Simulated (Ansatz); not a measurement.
## Energy, volume and coordination in SiGe5

Computed with DFT PBE, scalar-relativistic, plane waves, PAW in Ansatz 0.2.0. Settings: cutoff 420 eV, Γ-centred meshes spaced at most about 0.3 Å⁻¹, and about 0.25 Å⁻¹ or finer for metals (2π included), Gaussian smearing. No spin polarisation.

All energies are static (0 K, no zero-point motion). Rows are sorted by volume; energies count from the lowest form computed. Coordination counts Ge atoms around Si (those within 1.25 times the shortest such distance or 1.15 times the sum of covalent radii, 1.27 where that leaves under three; a plus sign parts nearer from farther groups; the shortest distance is added where it exceeds 1.18 times the sum of covalent radii). The table shows 7 of 15 forms computed.

```
row    form    source  atoms        coordination  V (Å³/atom)  gap on mesh (eV)  ΔE (meV/atom)
  1   P-6m2  invented      6     Si 6 from 2.8 Å         18.6                 0              ?
  2  P4/mmm  invented      6     Si 8 from 2.8 Å         18.7                 0            372
  3  P6/mmm  invented      6  Si 2+12 from 2.8 Å         18.7                 0            399
  4   P-3m1  invented      6     Si 6 from 2.8 Å         19.0                 0            375
  5   F-43m  invented      6    Si 16 from 3.2 Å         19.8                 0            546
  6    Imm2  invented      6                Si 4         23.2              0.13              0
  7   I-4m2  invented      6                Si 4         23.2              0.13              1
```

The cell of row 1:

```yaml
crystal:
  lattice:
    - [2.99585, 0.00000, 0.00000]
    - [-1.49793, 2.59448, 0.00000]
    - [0.00000, 0.00000, 14.35158]
  atoms:
    - { symbol: Si, position: [0.00000, 0.00000, 0.00000] }
    - { symbol: Ge, position: [0.66667, 0.33333, 0.84416] }
    - { symbol: Ge, position: [0.00000, 0.00000, 0.67068] }
    - { symbol: Ge, position: [0.66667, 0.33333, 0.50000] }
    - { symbol: Ge, position: [0.00000, 0.00000, 0.32932] }
    - { symbol: Ge, position: [0.66667, 0.33333, 0.15584] }
```

Question: How far above the lowest form does the open row lie?

Answer: 0.37 eV/atom, which puts it level, within the accuracy, with row 2 and level, within the accuracy, with row 4. Counting Ge atoms around Si, row 1 has Si 6 from 2.8 Å and the lowest form (row 6) has Si 4.

An observed structure of this formula, if there is one, may be missing.

For metals, differences of a few meV/atom aren't resolved. No dispersion correction is applied, so the spacing and binding between layers, chains or molecules are poorly described (P-3m1), and this can change margins and order among such cells. Kohn–Sham gaps at this level usually fall short of measured ones. Cells relaxed within their symmetry can be saddle points. Some candidate types were left out of the draw beforehand, so a known form may be missing.

The two lowest forms are the most open ones, and the only ones in the table with fourfold Si and a gap on the mesh. This fits the preference of group 14 elements for directional sp³ bonds: four electrons per atom fill the bonding states and leave the antibonding ones empty. In the denser forms, Si has more Ge neighbours at longer distances, so the bonding is more delocalised and the energetic advantage of saturated covalent bonds is lost. Density alone doesn't set the penalty, however, since F-43m is the least compact of the dense forms yet lies highest, at 546 meV/atom.

Imm2 and I-4m2 are practically degenerate and equal in volume, which suggests that they are two arrangements of Si and Ge on a diamond-like network. Such a small ordering preference is plausible for atoms so alike in size and electronegativity, and agrees with the known tendency of Si and Ge to form random solid solutions. Without energies for the separate elements, the ranking doesn't show whether either ordered form is stable against demixing.
